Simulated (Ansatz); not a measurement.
# AlN: relaxing cell and atoms and elastic constants, part 2 of 2

Aim: for AlN, 2 runs in a chain (relaxing cell and atoms and elastic constants).

Ansatz 0.2.0; DFT LDA, scalar-relativistic, plane waves, PAW.

### 3 Elastic constants

It takes the final geometry of step 2.

The input, input.yaml:

```yaml
crystal:
  lattice:
    - [3.0887238307, 0.0, 0.0]
    - [-1.5443619153, 2.6749133026, 0.0]
    - [0.0, 0.0, 4.9432742115]
  atoms:
    - { symbol: Al, position: [0.3333333333, 0.6666666667, 9.2746e-06] }
    - { symbol: Al, position: [0.6666666667, 0.3333333333, 0.5000092746] }
    - { symbol: "N", position: [0.3333333333, 0.6666666667, 0.3819907254] }
    - { symbol: "N", position: [0.6666666667, 0.3333333333, 0.8819907254] }
scf:
  occupations: { method: fixed }
output:
  eigenvalues: true
hamiltonian:
  xc: lda
elastic:
  mode: relaxed_ion
  amplitude: 0.005
  stencil: two_point
kpoints:
  mp_grid: { grid: [8, 8, 4] }
```

Run with:

```sh
$ ansatz run input.yaml --threads 8 --pin off --max-ram 16384MiB --backend cpu --events-out ev --progress --plain --runs-dir out
```

Log:

```text
Warning: RAYON_NUM_THREADS=8 ignored (pool sized by the plan → 8); use --threads N
Engine: ansatz 0.2.0, x86_64-unknown-linux-gnu
Pseudopotentials: kind: paw
Pseudopotential: Al, paw, valence charge 3, recommended cutoff 420 eV (normal), Al.paw.azcp
Pseudopotential: N, paw, valence charge 5, recommended cutoff 420 eV (normal), N.paw.azcp
Functional definition: SPW92
  exchange = slater_x
  correlation = pw_c
Crystal: 4 atoms, lattice volume = 40.842 Å³
Basis set: ecut = 420 eV, 785 PW (Γ)
Bands: 12, of which v1, the nominal top of the filled ones, is band 8 counted from 1 (7 counted from 0)
Symmetry: 12 space group operations
Space group: P63mc (ITA 186), of the structure as read, at distance tolerance 3.4e-5 Å
k-points: 30 of 256 (time reversal used)
Non-local potential: Al, projectors of the file, l = 0: 2, l = 1: 2, l = 2: 1
Non-local potential: N, projectors of the file, l = 0: 2, l = 1: 2, l = 2: 1
PAW form: soft (Blöchl's): semilocal exchange-correlation on the pseudo side does not see the compensation charge
PAW frozen core: Al, regenerated for the run's functional, and the local potential with it (the file was generated under x = pbe(κ = 0.804, μ = 0.2195149727645171), c = pbe(β = 0.06672455060314922))
PAW frozen core: N, regenerated for the run's functional, and the local potential with it (the file was generated under x = pbe(κ = 0.804, μ = 0.2195149727645171), c = pbe(β = 0.06672455060314922))
PAW one-centre angular grid: Al, 110 points (default); XC on 64 Gauss nodes
PAW one-centre angular grid: N, 110 points (default); XC on 64 Gauss nodes
Initial density: superposition of atomic densities (neutral atoms: chi_scale 0, normalization atom), corrected by the library's trained network
Initial wavefunctions: pseudopotential atomic-orbital guess
Functional: x = slater, c = lda
SCF iter   1: F=—  HF=-1779.726879 eV  |F-HF|=—  |Δ(HF+E_count)|=         —  Δρ=9.42e-3  dr2=4.12e-2  ethr=1.77e-3  ⟨swp⟩=5.0  Hψ=2008  notcnv=0  defer=53
preconditioner: auto → none  [insulator: Δε(μ)=4.339 eV  Ē_g=13.075 eV  n_scr=2 (ndim 8)  ℏωp=23.2 eV  f_vac=0.000  ε∞_Penn≈4.2]
SCF iter   2: F=—  HF=-1779.716041 eV  |F-HF|=—  |Δ(HF+E_count)|=   1.08e-2  Δρ=5.00e-3  dr2=5.68e-3  ethr=2.58e-4  ⟨swp⟩=2.6  Hψ=858  notcnv=0  defer=60
SCF iter   3: F=—  HF=-1779.714179 eV  |F-HF|=—  |Δ(HF+E_count)|=   1.86e-3  Δρ=1.50e-3  dr2=3.89e-4  ethr=3.55e-5  ⟨swp⟩=2.1  Hψ=605  notcnv=0  defer=60
SCF iter   4: F=—  HF=-1779.713991 eV  |F-HF|=—  |Δ(HF+E_count)|=   1.88e-4  Δρ=1.25e-4  dr2=2.44e-6  ethr=2.43e-6  ⟨swp⟩=2.6  Hψ=615  notcnv=0  defer=60
SCF iter   5: F=—  HF=-1779.713990 eV  |F-HF|=—  |Δ(HF+E_count)|=   1.27e-6  Δρ=6.51e-6  dr2=6.41e-9  ethr=1.52e-8  ⟨swp⟩=2.1  Hψ=601  notcnv=0  defer=3
SCF iter   6: F=—  HF=-1779.713990 eV  |F-HF|=—  |Δ(HF+E_count)|=   2.28e-7  Δρ=6.64e-7  dr2=7.92e-11  ethr=4.00e-11  ⟨swp⟩=2.0  Hψ=561  notcnv=0  defer=2
SCF iter   7: F=—  HF=-1779.713990 eV  |F-HF|=—  |Δ(HF+E_count)|=  4.55e-12  Δρ=1.12e-7  dr2=3.66e-12  ethr=4.95e-13 (applied; sched 1.00e-12)  ⟨swp⟩=2.8  Hψ=583  notcnv=0  defer=2
SCF iter   8: F=-1779.713990 eV  HF=-1779.713990 eV  |F-HF|=0.00e0  |Δ(HF+E_count)|=  1.59e-12  Δρ=7.98e-9  dr2=9.93e-15  ethr=1.00e-12  ⟨swp⟩=3.9  Hψ=1911  notcnv=0
SCF 1 converged in 8 iterations: F = -1779.713990 eV  dr2 = 9.93e-15
Crystal: 4 atoms, lattice volume = 40.637 Å³
Symmetry: 4 space group operations
k-points: 63 of 256 (time reversal used)
Initial density: handed on by an earlier stage of this run
Initial wavefunctions: pseudopotential atomic-orbital guess (no wavefunctions were taken with the density)
iter 1 solved again at ethr=3.82e-5 eV; its pass at ethr=3.10e-3 eV (dr2=6.11e-3 eV) is discarded
SCF iter   1: F=—  HF=-1779.714722 eV  |F-HF|=—  |Δ(HF+E_count)|=         —  Δρ=4.51e-3  dr2=6.13e-3  ethr=3.82e-5  ⟨swp⟩=1.8  Hψ=5524  notcnv=0  defer=116
preconditioner: auto → none  [insulator: Δε(μ)=4.432 eV  Ē_g=13.166 eV  n_scr=2 (ndim 8)  ℏωp=23.3 eV  f_vac=0.000  ε∞_Penn≈4.1]
SCF iter   2: F=—  HF=-1779.712799 eV  |F-HF|=—  |Δ(HF+E_count)|=   1.92e-3  Δρ=1.56e-3  dr2=8.90e-4  ethr=3.82e-5  ⟨swp⟩=2.1  Hψ=1310  notcnv=0  defer=126
SCF iter   3: F=—  HF=-1779.712528 eV  |F-HF|=—  |Δ(HF+E_count)|=   2.72e-4  Δρ=6.45e-4  dr2=9.77e-5  ethr=5.57e-6  ⟨swp⟩=2.1  Hψ=1266  notcnv=0  defer=125
SCF iter   4: F=—  HF=-1779.712492 eV  |F-HF|=—  |Δ(HF+E_count)|=   3.54e-5  Δρ=1.43e-4  dr2=4.59e-6  ethr=6.11e-7  ⟨swp⟩=2.0  Hψ=1260  notcnv=0  defer=5
SCF iter   5: F=—  HF=-1779.712492 eV  |F-HF|=—  |Δ(HF+E_count)|=   2.67e-7  Δρ=1.74e-5  dr2=5.44e-8  ethr=2.87e-8  ⟨swp⟩=2.0  Hψ=1260  notcnv=0  defer=1
SCF iter   6: F=—  HF=-1779.712491 eV  |F-HF|=—  |Δ(HF+E_count)|=   1.43e-6  Δρ=1.01e-6  dr2=1.67e-10  ethr=3.40e-10  ⟨swp⟩=2.0  Hψ=1260  notcnv=0  defer=1
SCF iter   7: F=—  HF=-1779.712491 eV  |F-HF|=—  |Δ(HF+E_count)|=  9.23e-11  Δρ=6.44e-8  dr2=9.69e-13  ethr=1.04e-12  ⟨swp⟩=2.6  Hψ=1279  notcnv=0  defer=1
SCF iter   8: F=-1779.712491 eV  HF=-1779.712491 eV  |F-HF|=4.55e-13  |Δ(HF+E_count)|=  6.82e-13  Δρ=1.19e-8  dr2=4.08e-14  ethr=1.00e-12  ⟨swp⟩=4.0  Hψ=2515  notcnv=0
SCF 2 converged in 8 iterations: F = -1779.712491 eV  dr2 = 4.08e-14
relax step   1: F+E_penalty+E_count = -1779.71249056 eV  Δ(F+E_penalty+E_count) = +0.000e0 eV  max|allowed force component| = 5.574e-2 eV/Å  Δτ_max = 0.0000 Å  (8 SCF iters, accepted)
Initial wavefunctions: those handed on with the density
iter 1 solved again at ethr=1.08e-7 eV; its pass at ethr=3.10e-3 eV (dr2=1.73e-5 eV) is discarded
SCF iter   1: F=—  HF=-1779.712625 eV  |F-HF|=—  |Δ(HF+E_count)|=         —  Δρ=1.93e-4  dr2=1.81e-5  ethr=1.08e-7  ⟨swp⟩=1.0  Hψ=4028  notcnv=0
preconditioner: auto → none  [insulator: Δε(μ)=4.470 eV  Ē_g=13.185 eV  n_scr=2 (ndim 8)  ℏωp=23.3 eV  f_vac=0.000  ε∞_Penn≈4.1]
SCF iter   2: F=—  HF=-1779.712618 eV  |F-HF|=—  |Δ(HF+E_count)|=   6.83e-6  Δρ=5.94e-5  dr2=1.25e-6  ethr=1.08e-7  ⟨swp⟩=2.3  Hψ=1199  notcnv=0
SCF iter   3: F=—  HF=-1779.712616 eV  |F-HF|=—  |Δ(HF+E_count)|=   2.41e-6  Δρ=1.40e-5  dr2=3.10e-8  ethr=7.81e-9  ⟨swp⟩=2.5  Hψ=1184  notcnv=0
SCF iter   4: F=—  HF=-1779.712616 eV  |F-HF|=—  |Δ(HF+E_count)|=   2.53e-9  Δρ=9.66e-7  dr2=1.69e-10  ethr=1.94e-10  ⟨swp⟩=1.1  Hψ=811  notcnv=0
SCF iter   5: F=—  HF=-1779.712616 eV  |F-HF|=—  |Δ(HF+E_count)|=  1.41e-11  Δρ=6.92e-7  dr2=1.76e-10  ethr=1.05e-12  ⟨swp⟩=2.0  Hψ=1260  notcnv=0
SCF iter   6: F=—  HF=-1779.712616 eV  |F-HF|=—  |Δ(HF+E_count)|=  5.41e-11  Δρ=5.75e-8  dr2=6.04e-13  ethr=1.05e-12  ⟨swp⟩=2.1  Hψ=1139  notcnv=0
SCF iter   7: F=-1779.712616 eV  HF=-1779.712616 eV  |F-HF|=9.09e-13  |Δ(HF+E_count)|=  2.27e-13  Δρ=1.35e-8  dr2=2.40e-14  ethr=1.00e-12  ⟨swp⟩=4.0  Hψ=2518  notcnv=0
SCF 3 converged in 7 iterations: F = -1779.712616 eV  dr2 = 2.40e-14
relax step   2: F+E_penalty+E_count = -1779.71261593 eV  Δ(F+E_penalty+E_count) = -1.254e-4 eV  max|allowed force component| = 3.763e-2 eV/Å  Δτ_max = 0.0012 Å  (7 SCF iters, accepted)
SCF iter   1: F=—  HF=-1779.712767 eV  |F-HF|=—  |Δ(HF+E_count)|=         —  Δρ=3.58e-4  dr2=5.32e-5  ethr=3.46e-6  ⟨swp⟩=4.0  Hψ=3388  notcnv=0  defer=126
preconditioner: auto → none  [insulator: Δε(μ)=4.475 eV  Ē_g=13.185 eV  n_scr=2 (ndim 8)  ℏωp=23.3 eV  f_vac=0.000  ε∞_Penn≈4.1]
SCF iter   2: F=—  HF=-1779.712742 eV  |F-HF|=—  |Δ(HF+E_count)|=   2.49e-5  Δρ=1.02e-4  dr2=3.39e-6  ethr=3.33e-7  ⟨swp⟩=2.0  Hψ=1635  notcnv=0  defer=8
SCF iter   3: F=—  HF=-1779.712741 eV  |F-HF|=—  |Δ(HF+E_count)|=   1.24e-6  Δρ=2.19e-5  dr2=7.16e-8  ethr=2.12e-8  ⟨swp⟩=2.5  Hψ=1196  notcnv=0
SCF iter   4: F=—  HF=-1779.712741 eV  |F-HF|=—  |Δ(HF+E_count)|=   3.12e-7  Δρ=1.35e-6  dr2=4.00e-10  ethr=4.48e-10  ⟨swp⟩=1.2  Hψ=799  notcnv=0
SCF iter   5: F=—  HF=-1779.712741 eV  |F-HF|=—  |Δ(HF+E_count)|=  1.96e-11  Δρ=1.01e-6  dr2=3.74e-10  ethr=2.50e-12  ⟨swp⟩=2.0  Hψ=1260  notcnv=0
SCF iter   6: F=—  HF=-1779.712741 eV  |F-HF|=—  |Δ(HF+E_count)|=  1.15e-10  Δρ=1.18e-7  dr2=3.27e-12  ethr=2.34e-12  ⟨swp⟩=2.1  Hψ=1146  notcnv=0
SCF iter   7: F=-1779.712741 eV  HF=-1779.712741 eV  |F-HF|=2.27e-13  |Δ(HF+E_count)|=  1.14e-12  Δρ=2.09e-8  dr2=5.91e-14  ethr=1.00e-12  ⟨swp⟩=2.2  Hψ=2775  notcnv=0
SCF 4 converged in 7 iterations: F = -1779.712741 eV  dr2 = 5.91e-14
relax step   3: F+E_penalty+E_count = -1779.71274083 eV  Δ(F+E_penalty+E_count) = -1.249e-4 eV  max|allowed force component| = 1.623e-3 eV/Å  Δτ_max = 0.0016 Å  (7 SCF iters, accepted)
[... from here on, the SCF cycles and remarks between the steps are left out ...]
relax step   4: F+E_penalty+E_count = -1779.71274105 eV  Δ(F+E_penalty+E_count) = -2.191e-7 eV  max|allowed force component| = 2.305e-5 eV/Å  Δτ_max = 0.0002 Å  (7 SCF iters, accepted)
relax step   1: F+E_penalty+E_count = -1779.71251564 eV  Δ(F+E_penalty+E_count) = +0.000e0 eV  max|allowed force component| = 5.314e-2 eV/Å  Δτ_max = 0.0000 Å  (8 SCF iters, accepted)
relax step   2: F+E_penalty+E_count = -1779.71274958 eV  Δ(F+E_penalty+E_count) = -2.339e-4 eV  max|allowed force component| = 2.878e-3 eV/Å  Δτ_max = 0.0026 Å  (8 SCF iters, accepted)
relax step   3: F+E_penalty+E_count = -1779.71275019 eV  Δ(F+E_penalty+E_count) = -6.089e-7 eV  max|allowed force component| = 3.974e-5 eV/Å  Δτ_max = 0.0001 Å  (6 SCF iters, accepted)
relax step   1: F+E_penalty+E_count = -1779.71257829 eV  Δ(F+E_penalty+E_count) = +0.000e0 eV  max|allowed force component| = 6.712e-2 eV/Å  Δτ_max = 0.0000 Å  (8 SCF iters, accepted)
relax step   2: F+E_penalty+E_count = -1779.71272870 eV  Δ(F+E_penalty+E_count) = -1.504e-4 eV  max|allowed force component| = 4.971e-2 eV/Å  Δτ_max = 0.0006 Å  (7 SCF iters, accepted)
relax step   3: F+E_penalty+E_count = -1779.71291342 eV  Δ(F+E_penalty+E_count) = -1.847e-4 eV  max|allowed force component| = 7.010e-4 eV/Å  Δτ_max = 0.0018 Å  (7 SCF iters, accepted)
relax step   4: F+E_penalty+E_count = -1779.71291346 eV  Δ(F+E_penalty+E_count) = -3.721e-8 eV  max|allowed force component| = 2.691e-5 eV/Å  Δτ_max = 0.0000 Å  (5 SCF iters, accepted)
relax step   1: F+E_penalty+E_count = -1779.71249022 eV  Δ(F+E_penalty+E_count) = +0.000e0 eV  max|allowed force component| = 6.082e-2 eV/Å  Δτ_max = 0.0000 Å  (8 SCF iters, accepted)
relax step   2: F+E_penalty+E_count = -1779.71278230 eV  Δ(F+E_penalty+E_count) = -2.921e-4 eV  max|allowed force component| = 2.244e-3 eV/Å  Δτ_max = 0.0023 Å  (8 SCF iters, accepted)
relax step   3: F+E_penalty+E_count = -1779.71278269 eV  Δ(F+E_penalty+E_count) = -3.914e-7 eV  max|allowed force component| = 3.050e-5 eV/Å  Δτ_max = 0.0001 Å  (7 SCF iters, accepted)
relax step   1: F+E_penalty+E_count = -1779.71359207 eV  Δ(F+E_penalty+E_count) = +0.000e0 eV  max|allowed force component| = 2.803e-2 eV/Å  Δτ_max = 0.0000 Å  (9 SCF iters, accepted)
relax step   2: F+E_penalty+E_count = -1779.71361596 eV  Δ(F+E_penalty+E_count) = -2.390e-5 eV  max|allowed force component| = 1.998e-2 eV/Å  Δτ_max = 0.0003 Å  (8 SCF iters, accepted)
relax step   3: F+E_penalty+E_count = -1779.71364088 eV  Δ(F+E_penalty+E_count) = -2.492e-5 eV  max|allowed force component| = 1.001e-4 eV/Å  Δτ_max = 0.0006 Å  (8 SCF iters, accepted)
relax step   4: F+E_penalty+E_count = -1779.71364088 eV  Δ(F+E_penalty+E_count) = -6.091e-10 eV  max|allowed force component| = 2.501e-5 eV/Å  Δτ_max = 0.0000 Å  (6 SCF iters, accepted)
relax step   1: F+E_penalty+E_count = -1779.71359207 eV  Δ(F+E_penalty+E_count) = +0.000e0 eV  max|allowed force component| = 2.803e-2 eV/Å  Δτ_max = 0.0000 Å  (9 SCF iters, accepted)
relax step   2: F+E_penalty+E_count = -1779.71364087 eV  Δ(F+E_penalty+E_count) = -4.881e-5 eV  max|allowed force component| = 3.017e-4 eV/Å  Δτ_max = 0.0009 Å  (8 SCF iters, accepted)
relax step   3: F+E_penalty+E_count = -1779.71364088 eV  Δ(F+E_penalty+E_count) = -2.012e-9 eV  max|allowed force component| = 2.779e-4 eV/Å  Δτ_max = 0.0000 Å  (6 SCF iters, accepted)
SCF iter   1: F=—  HF=-1779.713641 eV  |F-HF|=—  |Δ(HF+E_count)|=         —  Δρ=2.47e-6  dr2=4.17e-9  ethr=1.85e-10  ⟨swp⟩=4.0  Hψ=4064  notcnv=0
SCF iter   2: F=—  HF=-1779.713641 eV  |F-HF|=—  |Δ(HF+E_count)|=   1.20e-9  Δρ=9.06e-7  dr2=6.94e-10  ethr=2.61e-11  ⟨swp⟩=2.5  Hψ=1947  notcnv=0
SCF iter   3: F=—  HF=-1779.713641 eV  |F-HF|=—  |Δ(HF+E_count)|=  1.95e-10  Δρ=4.23e-7  dr2=4.93e-11  ethr=4.34e-12  ⟨swp⟩=2.3  Hψ=1341  notcnv=0
SCF iter   4: F=—  HF=-1779.713641 eV  |F-HF|=—  |Δ(HF+E_count)|=  7.73e-12  Δρ=2.03e-7  dr2=1.57e-11  ethr=3.08e-13 (applied; sched 1.00e-12)  ⟨swp⟩=2.0  Hψ=1494  notcnv=0
SCF iter   5: F=—  HF=-1779.713641 eV  |F-HF|=—  |Δ(HF+E_count)|=  4.55e-12  Δρ=4.80e-8  dr2=3.20e-13  ethr=9.81e-14 (applied; sched 1.00e-12)  ⟨swp⟩=2.2  Hψ=1303  notcnv=0
SCF iter   6: F=-1779.713641 eV  HF=-1779.713641 eV  |F-HF|=0.00e0  |Δ(HF+E_count)|=  4.55e-13  Δρ=3.47e-9  dr2=2.37e-15  ethr=1.00e-12  ⟨swp⟩=4.0  Hψ=2859  notcnv=0
SCF 28 converged in 6 iterations: F = -1779.713641 eV  dr2 = 2.37e-15
relax step   4: F+E_penalty+E_count = -1779.71364088 eV  Δ(F+E_penalty+E_count) = -4.619e-9 eV  max|allowed force component| = 5.753e-6 eV/Å  Δτ_max = 0.0000 Å  (6 SCF iters, accepted)
iter 1 solved again at ethr=1.00e-12 eV; its pass at ethr=3.10e-3 eV (dr2=9.60e-15 eV) is discarded
SCF iter   1: F=—  HF=-1779.713641 eV  |F-HF|=—  |Δ(HF+E_count)|=         —  Δρ=3.47e-9  dr2=2.40e-15  ethr=1.00e-12  ⟨swp⟩=2.2  Hψ=5552  notcnv=0
SCF iter   2: F=-1779.713641 eV  HF=-1779.713641 eV  |F-HF|=4.55e-13  |Δ(HF+E_count)|=  2.27e-13  Δρ=1.75e-9  dr2=6.03e-16  ethr=1.00e-12  ⟨swp⟩=3.3  Hψ=2557  notcnv=0
SCF 29 converged in 2 iterations: F = -1779.713641 eV  dr2 = 6.03e-16
SCF converged after 8 iterations
Free energy (F): -1779.713990 eV
Harris-Foulkes:  -1779.713990 eV  (|F-HF|=0.00e0)
Internal energy: -1779.713990 eV  (E = F + TS)
E sigma→0 (E₀):  -1779.713990 eV
Fermi energy:    7.102124 eV
--- Per-component energies (eV) ---
  E_band       = 29.476545
  E_kinetic    = 319.543964
  E_local      = -445.255610  (includes V_loc(G=0)·N_el)
  E_nonlocal   = 115.275007
  E_hartree    = 152.624290
  E_xc         = -201.679160
  E_vxc        = -215.785291  (∫ρ·V_xc dr)
  E_paw        = -1124.218935  (= ΣΔE_a)
  E_vpaw       = -49.550288  (= ΣTr[D̂ρ^β])
  E_aug_tail   = 0.000182  (compensation charges beyond the density's cutoff)
  E_ewald      = -596.275249
  E_core_change = 0.271521  (= ΣΔE_core)
  E_smearing   = -0.000000  (= −TS)
  E_closure    = -0.000000  (closes the sum)
  Σ components = -1779.713990   (vs F -1779.713990, Δ=0.00e0)
--- Forces (eV/Å), atoms counted from 1 ---
  atom   1  Al    -0.00000000    -0.00000000     0.00000412
  atom   2  Al     0.00000000     0.00000000     0.00000412
  atom   3  N      0.00000000     0.00000000    -0.00000023
  atom   4  N     -0.00000000     0.00000000    -0.00000023
  max |Σ_I F_I| component: 7.76e-6 eV/Å
--- Stress (GPa, compression-positive) ---
       -0.003034      -0.000000       0.000000
       -0.000000      -0.003034       0.000000
        0.000000       0.000000      -0.006316
  P = ⅓ Tr σ = -0.0041 GPa (-0.041 kbar)
--- Band table (eV; the first three rows and the last of 30) ---
  k-point 0: bands = ["-8.0626", "-5.7759", "0.9637", "6.2156", "6.2156", "6.8741", "6.8741", "7.1021", "11.5189", "13.8388", "17.7587", "18.2133"]
  k-point 1: bands = ["-7.8147", "-6.2476", "1.8054", "5.8995", "6.3067", "6.3067", "6.7723", "6.7723", "12.4487", "13.9749", "17.4143", "18.1827"]
  k-point 2: bands = ["-7.1298", "-7.1298", "3.7364", "3.7364", "6.5342", "6.5342", "6.5342", "6.5342", "13.7096", "13.7096", "17.4373", "17.4373"]
  k-point 29: bands = ["-5.3909", "-5.3909", "1.9600", "1.9600", "3.5012", "3.5012", "6.2567", "6.2567", "13.9304", "13.9304", "15.5437", "15.5437"]
--- Elastic constants: 3 strain directions × 2 members + reference (group order 12) ---
  dense FFT box of the reference and of every strained cell: 24×24×36
  strains applied: 11, 33, 23; error gains: componentwise 1.00 (the most a stress slope's error grows in a printed constant), spectral 1.41 (1 for all six strains in a standard setting)
  C = ∂σ_k/∂η_j (tension-positive GPa; Voigt order 11 22 33 23 13 12):
       396.251    143.392    112.246     -0.000     -0.000     -0.000
       143.392    396.251    112.246      0.000      0.000      0.000
       112.082    112.082    369.406     -0.000     -0.000     -0.000
         0.000     -0.000      0.000    115.858      0.000      0.000
         0.000     -0.000     -0.000      0.000    115.858      0.000
         0.000      0.000      0.000      0.000      0.000    126.430
  reference stress σ⁰ (GPa):      0.003      0.003      0.006     -0.000     -0.000      0.000
  C* (energy form; C + prestress term) asymmetry max|C*_kj − C*_jk| = 1.603e-1 GPa — a small one proves nothing (zero by symmetry where the batch's group is 432, −43m or m−3m); a large one is finite-difference/SCF noise where every solve meets its electron count
  moduli (Voigt/Reuss/Hill, GPa): K = 210.82/209.91/210.36   G = 124.58/123.94/124.26   E = 311.45   ν = 0.253
  mechanically stable: yes (min eigenvalue of sym C = 115.86 GPa)
  strain η (Voigt 11):  stress-route row diagonal C_11 = 396.25 GPa, energy-path curvature d²(F+E_count+ΔE)/dδ²/Ω₀ = 395.63 GPa
         δ    σ_11 (GPa)             F (eV)   n_scf  n_hpsi   n_pw
    -5.000e-3      -2.0039       -1779.7127410       2    7101    808   relax 4 steps, max|allowed force component| 2.31e-5 eV/Å
     5.000e-3       1.9586       -1779.7127502       2    7279    818   relax 3 steps, max|allowed force component| 3.97e-5 eV/Å
  strain η (Voigt 33):  stress-route row diagonal C_33 = 369.41 GPa, energy-path curvature d²(F+E_count+ΔE)/dδ²/Ω₀ = 367.92 GPa
         δ    σ_33 (GPa)             F (eV)   n_scf  n_hpsi   n_pw
    -5.000e-3      -1.8376       -1779.7129135       2    3398    808   relax 4 steps, max|allowed force component| 2.69e-5 eV/Å
     5.000e-3       1.8565       -1779.7127827       2    3375    813   relax 3 steps, max|allowed force component| 3.05e-5 eV/Å
  strain η (Voigt 23):  stress-route row diagonal C_44 = 115.86 GPa, energy-path curvature d²(F+E_count+ΔE)/dδ²/Ω₀ = 115.79 GPa
         δ    σ_23 (GPa)             F (eV)   n_scf  n_hpsi   n_pw
    -5.000e-3      -0.5793       -1779.7136409       2    8784    808   relax 4 steps, max|allowed force component| 2.50e-5 eV/Å
     5.000e-3       0.5793       -1779.7136409       2    8771    808   relax 4 steps, max|allowed force component| 5.75e-6 eV/Å
```

Wall time 3.6 s (8 threads of AMD EPYC 9R45 (Zen 5), shared host); peak memory 0.45 GiB.

What follows for a polycrystal (Hill averages; density 3.333 g/cm³):

| quantity | value |
| --- | --- |
| bulk modulus B | 210.4 GPa |
| shear modulus G | 124.3 GPa |
| B/G | 1.69 |
| universal anisotropy index | 0.03 |
| sound speeds v_l, v_t | 10622, 6106 m/s |
| Debye temperature Θ | 931 K |

Young's modulus by Cartesian direction:

| direction | E (GPa) |
| --- | --- |
| (1, 0, 0) | 329 |
| (0, 1, 0) | 329 |
| (0, 0, 1) | 323 |
| (1, 1, 0) | 329 |
| (1, 0, 1) | 297 |
| (0, 1, 1) | 297 |
| (1, 1, 1) | 301 |

### 4 Results

The summary covers parts 1 to 2.

| step | volume (Å³/atom) | pressure (GPa) | energy (eV) | gap on the mesh (eV) | time |
| --- | --- | --- | --- | --- | --- |
| 2 | 10.21 | 0.0 | -1779.714 | 4.42 | 1.2 s |

```
                    quantity                                                                       value
        relaxed cell, step 2  a = 3.089 Å, b = 3.089 Å, c = 4.943 Å, α = 90.00°, β = 90.00°, γ = 120.00°
 C11, C12, C44 (relaxed-ion)                                                           396, 143, 116 GPa
 C33, C13, C66 (relaxed-ion)                                                           369, 112, 126 GPa
B, G, E (Hill) (relaxed-ion)                                                           210, 124, 311 GPa
 Poisson ratio (relaxed-ion)                                                                        0.25
           Debye temperature                                                                       931 K
```

**Reading.** It is stable against strain: the least eigenvalue of C is 116 GPa. By Pugh's rule of thumb B/G = 1.69 (under 1.75) points to a brittle solid; the elastic response is close to isotropic. Measured lattice constant a of AlN: 3.11197 Å (a printed reference work, monograph). This calculation gives 3.089 Å (-0.7 %). Against the measured lattice constant c of AlN, 4.9808 Å (quoted in “Self-assembly of well-separated AlN nanowires directly on sputtered metallic TiN films”, 2019, arxiv:1910.07391), the calculated 4.943 Å is off by -0.8 %. That is the cell relaxed with LDA, without thermal expansion or zero-point motion.

These are semilocal Kohn-Sham gaps, which aren't the measured quantity. Such gaps usually fall short of the measured ones.
